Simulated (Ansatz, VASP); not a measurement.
Two plane-wave programs on Au

```
Au
1.0
     0.00000    2.92944    2.92944
     2.92944    0.00000    2.92944
     2.92944    2.92944    0.00000
Au
2
Direct
  0.12500 0.12500 0.12500
  0.87500 0.87500 0.87500
```

Alike in both runs: task single point; functional PBEsol; k mesh 10 × 10 × 10; occupations fermi-dirac, width 0.1 eV; no spin polarisation.

```csv
,VASP,Ansatz
version,VASP 6.6.1,Ansatz 0.2.0
potentials or method,"VASP PAW PBE potentials, release 64 (Au)","plane waves (420 eV) with PAW, scalar-relativistic"
plane-wave cutoff (eV),520,420
valence electrons in the cell,22,38
```

Ansatz gave:

- pressure (GPa): 7.4

Problem. What did VASP give for the same quantities?

Solution. Pressure (GPa): 7.2.

With one functional, cell and mesh, what is left measures potentials, basis and numerics. The two sets of potentials don't hold the same shells in valence. Ansatz warned: «pseudo_functional_mismatch».

Caveats: the PAW data sets were made with another functional, which shifts forces and pressure a little (VASP). The runs have no spin-orbit coupling, so splittings on Au are missing.
